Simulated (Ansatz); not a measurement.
Runs of Ansatz 0.2.0 on AlRu. Symmetry: Pm-3m, No. 221, cubic system. Conventional cell: a = 2.992 Å, b = 2.992 Å, c = 2.992 Å, α = 90.00°, β = 90.00°, γ = 90.00°. Ru (site symmetry m-3m) is surrounded by 8 Al at 2.59 Å. Al (site symmetry m-3m) is surrounded by 8 Ru at 2.59 Å. 

| task | level | U | cell | hubbard projectors | double counting | gap on the mesh (eV) | pressure (GPa) | relaxed volume (Å³/atom) |
| --- | --- | --- | --- | --- | --- | --- | --- | --- |
| density of states | LDA+U | Ru d U = 4 eV | as given | ortho-atomic (the default) | fll (the default) | none | -10.7 | - |
| density of states | LDA+U | Ru d U = 5 eV | as given | ortho-atomic (the default) | fll (the default) | none | -10.9 | - |
| relaxation of cell and atoms | BLYP | - | relaxed | - | - | none | 0.0 | 14.00 |
| density of states | LDA+U | Ru d U = 6 eV | as given | ortho-atomic (the default) | fll (the default) | none | (a) | - |
| relaxation of cell and atoms | LDA | - | relaxed | - | - | none | 0.0 | (b) |

Alike in all rows: potentials or basis Ansatz PAW; no spin polarisation; k mesh 9 × 9 × 9; cutoff (eV) 420; smearing fermi-dirac 0.05 eV.

**Question.** Fill in the values left out.

**Answer.** (a) -11.3; (b) 12.88.

Caveats: the PAW data sets come from PBE, with cores solved anew for the run's functional, which leaves a small shift of forces and pressure; U without spin polarisation on a metal has little footing (some runs); the U is typed as a test and isn't derived for this compound (some runs); the plane-wave basis is chosen anew once the cell has moved, so the energies of steps on either side of that aren't comparable (some runs).

A k mesh can miss the band edges, and the runs leave out spin-orbit coupling on Ru.

A gap of «none» marks a metal or a gap under the smearing width.

Runs at the PBE level aren't shown here.
